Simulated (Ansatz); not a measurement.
# Pd(111) / 3 layers Rh(111) / Pd(111): resistance against film thickness

Aim: what a thin film of another metal adds to the resistance, first Pd(111) / 3 layers Rh(111) / Pd(111).

Method: Ansatz plane-wave DFT, LDA, PAW files; ballistic transport by layer matching (Landauer), zero bias; PAW set soft_1, in Ansatz 0.2.0.

This is a report of a sequence of runs, with most program output left out.

### Step 1. The starting structure

The cell holds 12 atoms: 9 Pd and 3 Rh. Its edges and angles: a = 2.751 Å, b = 2.751 Å, c = 26.509 Å, α = 90.0°, β = 90.0°, γ = 120.0°. It derives from Pd and Rh. Regions: lead, 9 atoms (9 Pd); films, 3 atoms (3 Rh). The structure is stacked along c, and the current runs across the ab planes.

### Step 2. With 3 layers

The film is laid into the lead at the lead's in-plane lattice, and the cell closes on the lead's own image. The mesh across the current, 30×30, is finer than the density's, because channels open and close sharply across the zone. Energies from -1 to 1 eV in steps of 0.036 eV cover the slope of the Fermi function at 300 K, so the program can form a conductance.

input.yaml reads:

```yaml
crystal:
  lattice:
    - [2.7505039575, 0.0, 0.0]
    - [-1.3752519787, 2.3820063004, 0.0]
    - [0.0, 0.0, 26.508785272]
  atoms:
    - { symbol: Pd, position: [0.0, 0.0, 0.0423591095] }
    - { symbol: Pd, position: [0.3333333333, 0.6666666667, 0.1270773286] }
    - { symbol: Pd, position: [0.6666666667, 0.3333333333, 0.2117955476] }
    - { symbol: Pd, position: [0.0, 0.0, 0.2965137666] }
    - { symbol: Rh, position: [0.3333333333, 0.6666666667, 0.3784622143] }
    - { symbol: Rh, position: [0.6666666667, 0.3333333333, 0.4576408905] }
    - { symbol: Rh, position: [0.0, 0.0, 0.5368195667] }
    - { symbol: Pd, position: [0.3333333333, 0.6666666667, 0.6187680143] }
    - { symbol: Pd, position: [0.6666666667, 0.3333333333, 0.7034862334] }
    - { symbol: Pd, position: [0.0, 0.0, 0.7882044524] }
    - { symbol: Pd, position: [0.3333333333, 0.6666666667, 0.8729226714] }
    - { symbol: Pd, position: [0.6666666667, 0.3333333333, 0.9576408905] }
kpoints:
  mp_grid: { grid: [16, 16, 1] }
hamiltonian:
  xc: lda
  pseudopotentials: { kind: paw, azcp: { folder: soft_1 }, xc_functional: pbe }
scf:
  occupations: { method: fermi_dirac, width: 0.1 }
output:
  transmission: { leads: [[0, 1]], kmesh: [30, 30], e_range: [-1.0, 1.0], de: 0.036 }
  write_potential: true
  write_density: true
  volumetric_format: npy
  elf: true
```

Launch:

```
$ ansatz run input.yaml --threads 4 --pin off --max-ram 8192MiB --backend cpu --events-out ev --progress --plain --runs-dir out
```

It took 2.4 min on 4 threads of Arm Neoverse V1, shared host; peak memory 0.99 GiB.

This step gave:

| Property | Result |
| --- | --- |
| free energy | -80437.7332 eV |
| energy at zero smearing | -80437.3945 eV |
| Fermi energy | 20.03 eV |
| cell area | 6.552 Å² |
| step of the lead's potential | 3.1 meV |
| ballistic conductance of the lead | 1.62e15 S/m² |
| estimated errors of the lead's conductance | 0, 3.1, 9.8 % (band edges, k-mesh, distance from neutral) |
| lead conductance per cell | 1.368 G₀ |
| conductance of the junction | 9.22e14 S/m² |
| junction conductance per cell | 0.7796 G₀ |
| estimated errors of the junction's conductance | 0.2, 4, 3.6, 3.6, 8.1 % (energy step, band edges, k-mesh, leads' steps, distance from neutral) |
| area resistance that the stack adds (contact term taken off, spin by spin) | 0.4665 fΩ m² |

Per spin. Transmission, zone mean against energy, zero at the Fermi level:

```
energy (eV)  transmission, zone mean
     -1.000                     1.35
     -0.892                     1.32
     -0.820                     1.29
     -0.712                     1.24
     -0.640                     1.27
     -0.532                     1.27
     -0.424                     1.27
     -0.352                     1.27
     -0.244                     1.17
     -0.136                     1.06
     -0.064                    0.918
      0.008                    0.757
      0.044                    0.698
      0.116                    0.627
      0.224                    0.551
      0.332                    0.465
      0.404                    0.469
      0.512                    0.513
      0.620                    0.516
      0.692                    0.537
      0.800                    0.567
      0.872                    0.570
      0.980                    0.581
```

Per spin. The open channels, zone mean, lead by energy, zero at the Fermi level:

| energy (eV) | open channels, zone mean, lead |
| --- | --- |
| -1.000 | 1.77 |
| -0.892 | 1.79 |
| -0.820 | 1.77 |
| -0.712 | 1.69 |
| -0.640 | 1.8 |
| -0.532 | 1.8 |
| -0.424 | 1.85 |
| -0.352 | 1.89 |
| -0.244 | 1.9 |
| -0.136 | 1.95 |
| -0.064 | 1.68 |
| 0.008 | 1.30 |
| 0.044 | 1.22 |
| 0.116 | 0.968 |
| 0.224 | 0.754 |
| 0.332 | 0.508 |
| 0.404 | 0.521 |
| 0.512 | 0.548 |
| 0.620 | 0.554 |
| 0.692 | 0.574 |
| 0.800 | 0.588 |
| 0.872 | 0.601 |
| 0.980 | 0.63 |

Transmission over k1 and k2. At 0.0080 eV from the Fermi level.

Ten even steps from '_' (0.00) to '@' (1.85), each cell a mean:
```
--==**__++==----------====..==--++__..::--::::..::::--::..__
::--::--++::::::......::::==--++--__--::::....______......::
++====++####**====----====**####====++==--..____________..--
====::--##@@%%++++++++++++++##@@%%==::====--..__________..--
----::::****%%##++++++++++++**%%##++==::::----....______..::
----::..==++++****++++++++++++##**++++==..::----::..____..::
==--::__--++++++++++++++++++++++++++++++==....--==--::....--
====::..==++++++++++++++++++++++++++++++++==--::::====::..--
--==::--++++++++++++++++++++++++++++++++++++++++--::++--....
::----==##****++++++++++++++----++++++++++++++**##++++__--::
====--**##@@%%##**++++++++++..==::++++++++++**##%%@@**==++--
----==__++####**++++++++++++++::::++++++++++++++****%%++..==
::____::++::==++++++++++++++++++++++++++++++++++++++**------
++::..--++==::::==++++++++++++++++++++++++++++++++++++::::++
==--::::--====::..::==++++++++++++++++++++++++++++++--__::==
--::......::------..::++++++++**++++++++++++**++++++==__::--
--::..______..::----::::++++##%%**++++++++++**####++++::::--
==::..________....--==--::++##@@##++++++++++++**%%%%##--::==
==--..____________::==++====**%%%%**++++====++++##@@##++==++
--::....__________..::::--__..**==----::......::----++++....
::__..::::::......::--....__++==----------::::::----++__++==
==--__======--------====--__==--++__==++==------====++--..==
```
Columns: k1 (b1) from -0.5 to 0.467; rows upwards: k2 (b2) from -0.5 to 0.467.

Open channels over k1 and k2. At 0.0080 eV from the Fermi level.

Ten even steps from '_' (0.00) to '@' (3.00), each cell a mean:
```
++****----====%%%%%%--====--++****--------==++--++--==------
--====++++====--------====--++**==--------**--------==++----
------****%%++------------++@@****--------**--________--++--
==--**--%%****==------------****%%==++==--====--..____----==
%%##==--====****++----------******==--==--%%%%----::__----==
@@@@----------****------------****--------==@@@@**--------++
++##--------------++----------++--------------##++--++++++--
----++------------------------------------------++----------
----++--==--------------------------------------==++--------
====--==%%======----------------------------====****==--====
****++**##******++++----------------------++******##**++****
++++++--++%%**++++----------------------------++++++@@++--++
----------++==--------------------------------------==--++--
------------++------------------------------------------**--
==--======--==++--------------==----------==--------------++
%%++======--**@@##----------++**----------==++++----------@@
@@==----__::--==@@%%--------******----------******--------@@
++++----____..--++++--++==++##****------------++****##--**--
----++--______..--++----==--##**%%++------------**%%##++==--
------++----------**--------==****--====--------====****====
==------++--==--==++--------****==--++++--******++++----****
**++--------**%%@@++--------******--------##@@@@++------==**
```
Columns: k1 (b1) from -0.5 to 0.467; rows upwards: k2 (b2) from -0.5 to 0.467.

Valence density in the ca plane at fractional y = 0.000, with atoms of Pd and Rh within 0.2 Å of it. It is the smooth field of the valence electrons, not physical close to the nuclei.

Values in e/Å³, 5 rows by 16 columns, each cell a mean:
```
 9  1  0  0  0  0  4  6  0  0  0  0  2  7  1  0
 1  0  1  0  1  1  1  1  0  1  0  1  0  1  0  1
 0  0  1  0  1  1  0  0  1  1  1  1  0  0  0  1
 3  0  1  0  0  0  1  2  0  1  0  1  1  3  0  1
12  1  0  0  0  0  6  8  0  0  0  0  2 10  1  0
```
Columns run along c (16.0 Å, from fractional 0.04 to 0.64 of the cell), rows up along a (2.8 Å). Atoms in or near the plane, at fractional coordinates: Pd at (0.04, 0.00), Pd at (0.30, 0.00), Rh at (0.54, 0.00).

ELF in the ca plane at fractional y = 0.000, with atoms of Pd and Rh within 0.2 Å of it. It is the smooth field of the valence electrons, not physical close to the nuclei.

Values, 5 rows by 16 columns, each cell a mean:
```
0.36 0.27 0.20 0.17 0.19 0.21 0.35 0.36 0.24 0.22 0.20 0.24 0.35 0.65 0.28 0.21
0.31 0.21 0.31 0.21 0.28 0.25 0.25 0.29 0.24 0.29 0.24 0.30 0.25 0.33 0.22 0.31
0.21 0.20 0.37 0.24 0.33 0.29 0.20 0.21 0.26 0.35 0.26 0.37 0.23 0.24 0.23 0.38
0.38 0.22 0.25 0.20 0.24 0.22 0.31 0.35 0.23 0.25 0.22 0.25 0.28 0.45 0.23 0.26
0.30 0.28 0.21 0.16 0.19 0.21 0.34 0.33 0.25 0.23 0.19 0.25 0.37 0.70 0.29 0.21
```
Columns run along c (16.0 Å, from fractional 0.04 to 0.64 of the cell), rows up along a (2.8 Å). Atoms in or near the plane, at fractional coordinates: Pd at (0.04, 0.00), Pd at (0.30, 0.00), Rh at (0.54, 0.00).

Electrostatic potential energy in the ca plane at fractional y = 0.000, with atoms of Pd and Rh within 0.2 Å of it. With pseudopotentials it is smooth inside the atoms' cores, unlike the true potential.

Ten even steps from '0' (-48 eV) to '9' (23 eV), each cell a mean:
```
00279999999999999510158999999999996100279999
43589999999999999743479998999988998522689999
77899977899977899987899976799876899877899877
99999865799865799999999865689855799999999756
98999876799976799998999865789865799988999866
55799988999988899865689988899988898644799988
21379999999999999621269999999999997200489999
00269999999999998500048999999999996100279999
```
Columns run along c (16.0 Å, from fractional 0.04 to 0.64 of the cell; values clipped at the 3rd and 97th percentile), rows up along a (2.8 Å). Atoms in or near the plane, at fractional coordinates: Pd at (0.04, 0.00), Pd at (0.30, 0.00), Rh at (0.54, 0.00).

The lead's potential steps by 3.1 meV from period to period, small in itself. The program estimates the junction's conductance to 3.6 % from the k-mesh, 8.1 % from the leads' distance from neutral and 3.6 % from their steps.

By hand: 1/G − 1/G_lead = 1/0.9219 − 1/1.617 = 0.466 fΩ m² with G in 10¹⁵ S/m².

### Step 3. With 5 layers, film layers 5

The stack now holds 5 film layers; the k-mesh follows the cell, and the energies span -0.27 to 0.27 eV.

System of this step: Pd(111) / 5 layers Rh(111) / Pd(111). The cell holds 15 atoms: 10 Pd and 5 Rh. Cell: a = 2.751 Å, b = 2.751 Å, c = 32.952 Å, α = 90.0°, β = 90.0°, γ = 120.0°. It derives from Pd and Rh. Regions: lead, 10 atoms (10 Pd); films, 5 atoms (5 Rh). The structure is stacked along c, and the current runs across the ab planes.

input.yaml reads:

```yaml
crystal:
  lattice:
    - [2.7505039575, 0.0, 0.0]
    - [-1.3752519787, 2.3820063004, 0.0]
    - [0.0, 0.0, 32.9524234013]
  atoms:
    - { symbol: Pd, position: [0.0, 0.0, 0.0340760534] }
    - { symbol: Pd, position: [0.3333333333, 0.6666666667, 0.1022281601] }
    - { symbol: Pd, position: [0.6666666667, 0.3333333333, 0.1703802669] }
    - { symbol: Pd, position: [0.0, 0.0, 0.2385323736] }
    - { symbol: Rh, position: [0.3333333333, 0.6666666667, 0.3044563202] }
    - { symbol: Rh, position: [0.6666666667, 0.3333333333, 0.3681521067] }
    - { symbol: Rh, position: [0.0, 0.0, 0.4318478933] }
    - { symbol: Rh, position: [0.3333333333, 0.6666666667, 0.4955436798] }
    - { symbol: Rh, position: [0.6666666667, 0.3333333333, 0.5592394663] }
    - { symbol: Pd, position: [0.0, 0.0, 0.6251634129] }
    - { symbol: Pd, position: [0.3333333333, 0.6666666667, 0.6933155197] }
    - { symbol: Pd, position: [0.6666666667, 0.3333333333, 0.7614676264] }
    - { symbol: Pd, position: [0.0, 0.0, 0.8296197331] }
    - { symbol: Pd, position: [0.3333333333, 0.6666666667, 0.8977718399] }
    - { symbol: Pd, position: [0.6666666667, 0.3333333333, 0.9659239466] }
kpoints:
  mp_grid: { grid: [16, 16, 1] }
hamiltonian:
  xc: lda
  pseudopotentials: { kind: paw, azcp: { folder: soft_1 }, xc_functional: pbe }
scf:
  occupations: { method: fermi_dirac, width: 0.1 }
output:
  transmission:
    leads: [[0, 1]]
    kmesh: [30, 30]
    e_range: [-0.27, 0.27]
    de: 0.036
  write_potential: true
  write_density: true
  volumetric_format: npy
```

Elapsed: 1.7 min, on 4 threads; peak memory 1.4 GiB; 5.5 min of CPU time.

Numbers from this step:

```yaml
free_energy: -99839.6612 eV
energy_at_zero_smearing: -99839.2388 eV
fermi_energy: 20.24 eV
step_of_the_lead_s_potential: 1.8 meV
estimated_errors_of_the_lead_s_conductance: 0, 3.1, 9.6 % (band edges, k-mesh, distance from neutral)
lead_conductance_per_cell: 1.371 G₀
conductance_of_the_junction: 8.87e14 S/m²
junction_conductance_per_cell: 0.7498 G₀
estimated_errors_of_the_junction_s_conductance: 0, 4.4, 4.5, 2.5, 7.4 % (energy step, band edges, k-mesh, leads' steps, distance from neutral)
area_resistance_that_the_stack_adds_contact_term_taken_off_spin_by_spin: 0.5108 fΩ m²
```

Per spin. The transmission, zone mean by energy, zero at the Fermi level:

| energy (eV) | transmission, zone mean |
| --- | --- |
| -0.270 | 1.13 |
| -0.234 | 1.13 |
| -0.198 | 1.11 |
| -0.162 | 1.05 |
| -0.126 | 0.962 |
| -0.090 | 0.893 |
| -0.054 | 0.835 |
| -0.018 | 0.791 |
| 0.018 | 0.712 |
| 0.054 | 0.649 |
| 0.090 | 0.583 |
| 0.126 | 0.580 |
| 0.162 | 0.540 |
| 0.198 | 0.511 |
| 0.234 | 0.490 |
| 0.270 | 0.463 |

The conductance of the junction is 8.9e14 S/m², 3.8 % under the 9.2e14 S/m² of the last finished run, within the error estimates, leads' steps apart, of 8.1 and 7.4 %.

### Step 4. With 6 layers, film layers 6

The stack now holds 6 film layers; the k-mesh follows the cell, and the energies span -0.27 to 0.27 eV.

System of this step: Pd(111) / 6 layers Rh(111) / Pd(111). The cell holds 15 atoms: 9 Pd and 6 Rh. Its edges and angles: a = 2.751 Å, b = 2.751 Å, c = 32.806 Å, α = 90.0°, β = 90.0°, γ = 120.0°. It derives from Pd and Rh. Regions: lead, 9 atoms (9 Pd); films, 6 atoms (6 Rh). The structure is stacked along c, and the current runs across the ab planes.

input.yaml, the sections that differ from step 3:

```yaml
crystal:
  lattice:
    - [2.7505039575, 0.0, 0.0]
    - [-1.3752519787, 2.3820063004, 0.0]
    - [0.0, 0.0, 32.8055768502]
  atoms:
    - { symbol: Pd, position: [0.0, 0.0, 0.0342285869] }
    - { symbol: Pd, position: [0.3333333333, 0.6666666667, 0.1026857607] }
    - { symbol: Pd, position: [0.6666666667, 0.3333333333, 0.1711429346] }
    - { symbol: Pd, position: [0.0, 0.0, 0.2396001084] }
    - { symbol: Rh, position: [0.3333333333, 0.6666666667, 0.3058191483] }
    - { symbol: Rh, position: [0.6666666667, 0.3333333333, 0.3698000542] }
    - { symbol: Rh, position: [0.0, 0.0, 0.4337809601] }
    - { symbol: Rh, position: [0.3333333333, 0.6666666667, 0.497761866] }
    - { symbol: Rh, position: [0.6666666667, 0.3333333333, 0.561742772] }
    - { symbol: Rh, position: [0.0, 0.0, 0.6257236779] }
    - { symbol: Pd, position: [0.3333333333, 0.6666666667, 0.6919427178] }
    - { symbol: Pd, position: [0.6666666667, 0.3333333333, 0.7603998916] }
    - { symbol: Pd, position: [0.0, 0.0, 0.8288570654] }
    - { symbol: Pd, position: [0.3333333333, 0.6666666667, 0.8973142393] }
    - { symbol: Pd, position: [0.6666666667, 0.3333333333, 0.9657714131] }
# kpoints, hamiltonian, scf, output: as in step 3
```

Run time: 2.1 min. Hardware: 4 threads; peak memory 1.3 GiB; 6 min of CPU time.

This step gave:

* free energy: -99273.6539 eV
* energy at zero smearing: -99273.2412 eV
* Fermi energy: 20.42 eV
* step of the lead's potential: 2.6 meV
* estimated errors of the lead's conductance: 0, 3.1, 9.4 % (band edges, k-mesh, distance from neutral)
* lead conductance per cell: 1.374 G₀
* conductance of the junction: 9.76e14 S/m²
* junction conductance per cell: 0.8250 G₀
* estimated errors of the junction's conductance: 0.3, 1.7, 4.6, 2.8, 5.4 % (energy step, band edges, k-mesh, leads' steps, distance from neutral)
* area resistance that the stack adds (contact term taken off, spin by spin): 0.4096 fΩ m²

Per spin. Table of transmission, zone mean by energy, zero at the Fermi level:

```
energy (eV)  transmission, zone mean
     -0.270                     1.12
     -0.234                     1.03
     -0.198                     1.01
     -0.162                     1.02
     -0.126                    0.986
     -0.090                    0.919
     -0.054                    0.903
     -0.018                    0.881
      0.018                    0.792
      0.054                    0.735
      0.090                    0.667
      0.126                    0.590
      0.162                    0.573
      0.198                    0.590
      0.234                    0.505
      0.270                    0.456
```

The conductance of the junction is 9.8e14 S/m², 10 % over the 8.9e14 S/m² of the last finished run, no more than the error estimates, leads' steps apart, of 7.4 and 5.4 % together.

(Part 1 of 2 ends here.)

[Logs are printed without paths, hosts, clocks, repeated set-up lines and the standing remarks that a program may print on its own settings, such as how far it seeks lower states.]

[Hosts, paths, dates, database ids (printed as entryN), source tags and the programs' standing remarks are cut or masked in the printed files.]
